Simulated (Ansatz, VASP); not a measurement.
# WS2: VASP beside Ansatz, part 2 of 2

One calculation is typed for both programs; each brings its own data sets. How far apart do they land? The cell is taken from a series of runs on this material, whose earlier steps may have relaxed, scaled, displaced or heated it; both programs get it as it stands.

VASP 6.6.1 and Ansatz 0.2.0.

So far: The structure; VASP: zone-centre phonons, r2SCAN.

**3. Ansatz: zone-centre phonons, r2SCAN**

Level of this step: Ansatz beside VASP: Kohn-Sham DFT, plane waves, r2SCAN (Ansatz).

Ansatz runs on its PAW soft_1 files.

The same cell, functional and mesh now go to Ansatz, which takes its cutoff from its data sets.

input.yaml

```yaml
crystal:
  lattice:
    - [3.181378546, 0.0, 0.0]
    - [-1.590689273, 2.7551546399, 0.0]
    - [0.0, 0.0, 16.9542263538]
  atoms:
    - { symbol: W, position: [0.3333333333, 0.6666666667, 0.0] }
    - { symbol: S, position: [0.6666666667, 0.3333333333, 0.9080269068] }
    - { symbol: S, position: [0.6666666667, 0.3333333333, 0.0919730932] }
kpoints:
  mp_grid: { grid: [12, 12, 3] }
hamiltonian:
  xc: r2scan
  pseudopotentials: { kind: paw, azcp: { folder: soft_1 } }
scf:
  occupations: { method: fixed }
output:
  eigenvalues: true
phonons:
  method: dfpt
  dielectric: true
  rigid_motions: translations
```

Command:

```sh
$ ansatz run input.yaml --threads 8 --pin off --max-ram 16384MiB --backend cpu --events-out ev --progress --plain --runs-dir out
```

Numbers of over 12 decimals in the logs are rounded to 6 here.

What it wrote:

```text
Engine: ansatz 0.2.0, aarch64-unknown-linux-gnu
Pseudopotentials: kind: paw
Pseudopotential: W, paw, valence charge 14, recommended cutoff 500 eV (meta_gga), soft_1/W.paw.azcp
Pseudopotential: S, paw, valence charge 6, recommended cutoff 500 eV (meta_gga), soft_1/S.paw.azcp
Functional definition: r2SCAN
  parameter k0 = 0.174
  parameter k1 = 0.065
  parameter a1 = 4.9479
  exchange = r2scan_x(k0 = k0, k1 = k1, a1 = a1)
  correlation = r2scan_c
Crystal: 3 atoms, lattice volume = 148.607 Å³
Basis set: ecut = 500 eV, 3763 PW (Γ), exchange–correlation on 120×120×625 points (125 copies of the dense FFT grid, shifted against one another)
Bands: 17, of which v1, the nominal top of the filled ones, is band 13 counted from 1 (12 counted from 0)
Symmetry: 12 space group operations
k-points: 121 of 432 (irreducible under 2 space group operations, time reversal used)
Non-local potential: W, projectors of the file, l = 0: 3, l = 1: 2, l = 2: 2, l = 3: 1
Non-local potential: S, projectors of the file, l = 0: 2, l = 1: 2, l = 2: 1
PAW form: soft (Blöchl's): semilocal exchange-correlation on the pseudo side does not see the compensation charge
PAW frozen core: W, regenerated for the run's functional (the file was generated under x = pbe(κ = 0.804, μ = 0.219515), c = pbe(β = 0.066725))
PAW frozen core: S, regenerated for the run's functional (the file was generated under x = pbe(κ = 0.804, μ = 0.219515), c = pbe(β = 0.066725))
PAW one-centre angular grid: W, 590 points (default); XC on 160 Gauss nodes
PAW one-centre angular grid: S, 302 points (default); XC on 160 Gauss nodes
Initial density: superposition of atomic densities (neutral atoms: chi_scale 0, normalization atom)
Initial wavefunctions: pseudopotential atomic-orbital guess
Functional: x = r2scan, c = r2scan; τ floored in thin density (d = 2e-4 eV/Å³)
SCF iter   1: F=—  HF=-12212.668094 eV  |F-HF|=—  |Δ(HF+E_count)|=         —  Δρ=2.75e-2  dr2=1.18e0  dr2_τ=9.15e-2  ethr=3.10e-3  ⟨swp⟩=5.3  Hψ=11959  notcnv=0  defer=153
preconditioner: auto → none  [insulator: Δε(μ)=1.773 eV  Ē_g=9.489 eV  n_scr=10 (ndim 8)  ℏωp=12.9 eV  f_vac=0.600  ε∞_Penn≈2.9]
SCF iter   2: F=—  HF=-12212.564517 eV  |F-HF|=—  |Δ(HF+E_count)|=   1.04e-1  Δρ=1.26e-2  dr2=2.14e-1  dr2_τ=5.60e-2  ethr=3.10e-3  ⟨swp⟩=3.4  Hψ=5248  notcnv=0  defer=221
SCF iter   3: F=—  HF=-12212.622181 eV  |F-HF|=—  |Δ(HF+E_count)|=   5.77e-2  Δρ=1.01e-2  dr2=3.95e-1  dr2_τ=2.10e-2  ethr=8.23e-4  ⟨swp⟩=4.0  Hψ=4223  notcnv=0  defer=232
SCF iter   4: F=—  HF=-12212.564902 eV  |F-HF|=—  |Δ(HF+E_count)|=   5.73e-2  Δρ=4.51e-3  dr2=2.23e-2  dr2_τ=1.42e-3  ethr=8.23e-4  ⟨swp⟩=3.0  Hψ=4002  notcnv=0  defer=237
SCF iter   5: F=—  HF=-12212.568059 eV  |F-HF|=—  |Δ(HF+E_count)|=   3.16e-3  Δρ=7.44e-4  dr2=5.50e-4  dr2_τ=4.46e-5  ethr=8.57e-5  ⟨swp⟩=2.3  Hψ=3186  notcnv=0  defer=242
SCF iter   6: F=—  HF=-12212.568348 eV  |F-HF|=—  |Δ(HF+E_count)|=   2.89e-4  Δρ=1.55e-4  dr2=2.57e-5  dr2_τ=5.17e-6  ethr=2.12e-6  ⟨swp⟩=2.6  Hψ=4165  notcnv=0  defer=242
SCF iter   7: F=—  HF=-12212.568361 eV  |F-HF|=—  |Δ(HF+E_count)|=   1.35e-5  Δρ=2.37e-5  dr2=9.52e-7  dr2_τ=5.55e-8  ethr=9.87e-8  ⟨swp⟩=2.3  Hψ=3663  notcnv=0  defer=242
SCF iter   8: F=—  HF=-12212.568357 eV  |F-HF|=—  |Δ(HF+E_count)|=   4.70e-6  Δρ=5.65e-6  dr2=2.25e-8  dr2_τ=3.57e-9  ethr=3.66e-9  ⟨swp⟩=2.6  Hψ=3773  notcnv=0  defer=233
SCF iter   9: F=—  HF=-12212.568357 eV  |F-HF|=—  |Δ(HF+E_count)|=   2.76e-8  Δρ=9.85e-7  dr2=1.13e-9  dr2_τ=1.29e-10  ethr=8.66e-11  ⟨swp⟩=2.7  Hψ=4224  notcnv=0  defer=233
SCF iter  10: F=-12212.568357 eV  HF=-12212.568357 eV  |F-HF|=3.64e-12  |Δ(HF+E_count)|=  6.00e-10  Δρ=1.30e-7  dr2=2.23e-11  dr2_τ=2.97e-12  ethr=1.00e-12  ⟨swp⟩=14.4  Hψ=19339  notcnv=0
SCF 1 converged in 10 iterations: F = -12212.568357 eV  dr2 = 2.23e-11
  greatest PAW one-centre occupation: 1.000 electrons in one spin orbital (limit 2), on the W atom at site 0 (counted from 0), in its partial waves of l = 0
DFPT response loops at Γ: preconditioner auto → none (the input reference at scf.mixing.eps_inf says where Resta's filter doesn't serve); β = 0.50; Broyden in place of MSR1
── the response to a field inside a basis, on 12×12×4 k-points: an SCF that follows is theirs, and a resumed run solves both again ──
Bands: 14, of which v1, the nominal top of the filled ones, is band 13 counted from 1 (12 counted from 0)
k-points: 84 of 576 (irreducible under 4 space group operations, time reversal used)
Initial density: handed on by an earlier stage of this run
Initial wavefunctions: pseudopotential atomic-orbital guess (no wavefunctions were taken with the density)
Eigensolver: Dense (84 Hₖ)
SCF iter   1: F=—  HF=-12212.564536 eV  |F-HF|=—  |Δ(HF+E_count)|=         —  Δρ=6.19e-5  dr2=1.31e-6  dr2_τ=1.37e-6  ethr=1.00e-1
preconditioner: auto → none  [insulator: Δε(μ)=2.022 eV  Ē_g=8.233 eV  n_scr=10 (ndim 8)  ℏωp=12.9 eV  f_vac=0.610  ε∞_Penn≈3.5]
SCF iter   2: F=—  HF=-12212.564538 eV  |F-HF|=—  |Δ(HF+E_count)|=   2.71e-6  Δρ=3.16e-5  dr2=5.98e-7  dr2_τ=1.52e-7  ethr=5.03e-9
SCF iter   3: F=—  HF=-12212.564540 eV  |F-HF|=—  |Δ(HF+E_count)|=   1.05e-6  Δρ=2.13e-5  dr2=1.82e-6  dr2_τ=1.39e-7  ethr=2.30e-9  recentre
SCF iter   4: F=-12212.564539 eV  HF=-12212.564539 eV  |F-HF|=3.26e-9  |Δ(HF+E_count)|=   1.63e-7  Δρ=1.82e-6  dr2=1.96e-9  dr2_τ=3.48e-10  ethr=2.30e-9
SCF 1 converged in 4 iterations: F = -12212.564539 eV  dr2 = 1.96e-9
DFPT response loops at Γ: mixed as the last ones told, above
SCF converged after 10 iterations
Free energy (F): -12212.568357 eV
Harris-Foulkes:  -12212.568357 eV  (|F-HF|=3.64e-12)
Internal energy: -12212.568357 eV  (E = F + TS)
E sigma→0 (E₀):  -12212.568357 eV
Fermi energy:    0.106392 eV
--- Per-component energies (eV) ---
  E_band       = -487.998053
  E_kinetic    = 634.394428
  E_local      = -12376.458701  (includes V_loc(G=0)·N_el)
  E_nonlocal   = 43.721633
  E_hartree    = 5904.862940
  E_xc         = -418.804039
  E_vxc        = -431.756160  (∫ρ·V_xc dr)
  E_paw        = -9841.659259  (= ΣΔE_a)
  E_vpaw       = -189.577813  (= ΣTr[D̂ρ^β])
  E_aug_tail   = 0.000066  (compensation charges beyond the density's cutoff)
  E_vtau       = 21.952795  (kinetic-family band-sum trace: ∫τ·v_τ [+ j·A + Jᵃ·Aᵃ] dr)
  E_ewald      = 3842.182262
  E_core_change = -0.807687  (= ΣΔE_core)
  E_smearing   = -0.000000  (= −TS)
  E_closure    = 0.000000  (closes the sum)
  Σ components = -12212.568357   (vs F -12212.568357, Δ=0.00e0)
--- Band table (eV; the first three rows and the last of 121) ---
  k-point 0: bands = [... 9 lower, -2.1145, -1.6800, -1.6800, 0.1064, 3.1807, 3.1807, 3.3392, 3.3392]
  k-point 1: bands = [... 9 lower, -2.1145, -1.6800, -1.6800, 0.1064, 3.1807, 3.1807, 3.3392, 3.3392]
  k-point 2: bands = [... 9 lower, -2.5645, -1.8644, -1.4350, 0.0384, 3.0736, 3.1022, 3.2316, 3.4026]
  k-point 120: bands = [... 9 lower, -3.6218, -3.3886, -1.9250, -0.5461, 2.6806, 3.5773, 3.7901, 5.5617]
--- Phonons (Γ-DFPT): 4 representative perturbations + reference, on 121 of 432 k-points (Σ response iterations 31) ---
  k mesh reduced under 2 symmetry operations, with k and −k counted as one. Each operation leaves every solved perturbation unchanged. A smaller set is not considered because the functional reads the kinetic-energy density
  ASR residual: 3.090e-4 → 0.000e0 eV/Å²; symmetrization residual: 2.219e-5 eV/Å²
  ASR residual per site (eV/Å²): 3.09e-4 2.57e-4 2.57e-4
  Γ frequencies (cm⁻¹): 0.00 0.00 0.00 295.27 295.27 354.98 354.98 421.02 438.30
  ε∞ (high-frequency dielectric tensor):
        5.459973     0.000000     0.000000
        0.000000     5.459973     0.000000
        0.000000     0.000000     1.421389
  ε⁰ (static dielectric tensor: ions relaxed, cell fixed):
        5.468599    -0.000000    -0.000000
       -0.000000     5.468599    -0.000000
       -0.000000    -0.000000     1.421511
  ε⁰ − ε∞ (ionic part):
        0.008627    -0.000000    -0.000000
       -0.000000     0.008627    -0.000000
       -0.000000    -0.000000     0.000122
  softest optical mode at Γ: 295.27 cm⁻¹; the repairs (sum rule, projections) moved no ω² at Γ by more than (1.97 cm⁻¹)²
  Born effective charges Z* (e; rows j = field, columns β = displacement):
    site 0:
        -0.39505   -0.00000    0.00000
         0.00000   -0.39505    0.00000
         0.00000    0.00000   -0.05790
    site 1:
         0.19753    0.00000    0.00000
         0.00000    0.19753   -0.00000
        -0.00000   -0.00000    0.02895
    site 2:
         0.19753    0.00000    0.00000
         0.00000    0.19753    0.00000
         0.00000    0.00000    0.02895
  Z* charge neutrality: 1.723e-3 e pre-enforcement
  solved inside a basis spanned on kpoints, on 12×12×4 k-points, its susceptibility summed on 16×16×4: ε∞ is read to err by 1.7e-2, Z* by 1.5e-2 e (field_mesh: kpoints solves on kpoints); Z* is corrected for what the basis lacks
  optical modes at Γ without the LO–TO term, one row a degenerate level:
      ω (cm⁻¹)  modes    IR ((D/Å)²/amu)
        295.27      2             0.0000
        354.98      2             0.1515
        421.02      1             0.0000
        438.30      1             0.0016
  optical modes at Γ + LO–TO along q̂ = [1.0000, 0.0000, 0.0000]:
      ω (cm⁻¹)  modes    IR ((D/Å)²/amu)
        295.27      2             0.0000
        354.98      1             0.0757
[...]
optical modes at Γ + LO–TO along q̂ = [0.0000, 1.0000, 0.0000]:
      ω (cm⁻¹)  modes    IR ((D/Å)²/amu)
[...]
354.98      1             0.0757
        355.26      1             0.0757
        421.02      1             0.0000
        438.30      1             0.0016
  optical modes at Γ + LO–TO along q̂ = [0.0000, 0.0000, 1.0000]:
      ω (cm⁻¹)  modes    IR ((D/Å)²/amu)
        295.27      2             0.0000
        354.98      2             0.1515
        421.02      1             0.0000
        438.32      1             0.0016
```

**4. Differences**

Known differences besides the potentials themselves: VASP keeps PBE cores, Ansatz makes them for the functional; fixed occupations in Ansatz, narrow Gaussian smearing in VASP; the data sets hold 26 valence electrons in Ansatz (on its PAW soft_1 files) and 18 in VASP; the cutoff is 500 eV in Ansatz and 660 eV in VASP; VASP uses finite displacements, Ansatz perturbation theory. Total energies have different zeros and are not compared.

Compared:

```
                  quantity  Ansatz   VASP  difference
optical mode 1 to 2 (cm⁻¹)   295.3  296.1     -0.29 %
optical mode 3 to 4 (cm⁻¹)   355.0  355.6     -0.17 %
     optical mode 5 (cm⁻¹)   421.0  423.1     -0.49 %
     optical mode 6 (cm⁻¹)   438.3  438.1     +0.04 %
```

Modes are paired by rising frequency, not by their patterns, so a pair may set unlike modes beside each other; they are those without the splitting of longitudinal modes.

**5. Results**

- r.m.s. difference of the optical zone-centre modes, each program's sorted by frequency (zone-centre phonons, r2SCAN): 1.0 cm⁻¹

The r.m.s. difference of the optical zone-centre modes, each program's sorted by frequency is 1.0 cm⁻¹ (zone-centre phonons, r2SCAN). The data sets hold unlike numbers of valence electrons (26 in Ansatz and 18 in VASP), so part of the differences comes from the potentials. How closely two codes agree says nothing of how well the functional describes the real material.

[Lines on the potential files, build, host, timing and source positions are cut from VASP's logs without a mark.]

[Logs are printed without paths, hosts, clocks, repeated set-up lines and the standing remarks that a program may print on its own settings, such as how far it seeks lower states.]

[Hosts, paths, dates, database ids (printed as entryN), source tags and the programs' standing remarks are cut or masked in the printed files.]
